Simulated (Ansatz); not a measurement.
Given:

```xyz
2
Lattice="0.0000 3.0951 3.0951 3.0951 0.0000 3.0951 3.0951 3.0951 0.0000" Properties=species:S:1:pos:R:3 pbc="T T T"
Sb     4.6427     4.6427     4.6427
Al     0.0000     0.0000     0.0000
```

No spin polarisation.

All numbers come from Kohn–Sham DFT with the PBEsol functional, run in Ansatz (an electronic-structure program) with PAW and 420 eV plane waves, without spin-orbit coupling. Settings: 13×13×13 k-points, 0.05 eV Fermi–Dirac smearing.

Question: Predict the band gap, electron mass, pressure and smallest direct gap.

Answer: 
```json
{
 "band_gap": "1.17 eV",
 "electron_mass": "2.8 mₑ along k, 0.23 mₑ across (off the special points)",
 "pressure": "-0.83 GPa",
 "smallest_direct_gap": "1.35 eV"
}
```

With Sb present, leaving out spin-orbit coupling can change the band edges. The cells carry an imposed strain or load. Masses are band curvatures over ±0.01 Å⁻¹ around the edge. Along k means along the line from Γ to the band edge. No phonon test of stability was made. The cell was made from AlSb in the zinc blende structure (space group F-43m, No. 216) by this change: isotropic strain +0.54 %.
